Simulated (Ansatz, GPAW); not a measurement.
**HfC: 3 runs at one level of theory**

```
CELL_PARAMETERS angstrom
0.00000 2.32500 2.32500
2.32500 0.00000 2.32500
2.32500 2.32500 0.00000
ATOMIC_POSITIONS crystal
Hf 0.50000 0.50000 0.50000
C 0.00000 0.00000 0.00000
```

Alike in all runs: task single point; functional PBE; k mesh 10 × 10 × 10; occupations gaussian, width 0.017 eV; no spin polarisation; no spin-orbit coupling. Pressure is positive in compression and, in plane waves, holds the error of the finite cutoff, which Ansatz's Pulay term estimates and takes out.

| program and potentials | plane-wave cutoff (eV) | notes | band gap (eV) | pressure (GPa) |
| --- | --- | --- | --- | --- |
| Ansatz, Ansatz PAW | 420 | 15 valence electrons an atom on average; Pulay term of +0.24 GPa included | no gap | 0.21 |
| GPAW, GPAW PAW data sets (gpaw-data 1.2.1) | 800 | 8 valence electrons an atom on average | no gap | 1.27 |
| Ansatz, all-electron LAPW, scalar-relativistic | - | - | ? | ? |

Question: Estimate from the other rows what the run with Ansatz, all-electron LAPW, scalar-relativistic gave.

Answer: No band gap; pressure 0.26 GPa. The other rows, which needn't bracket it: pressure 0.21 to 1.27.
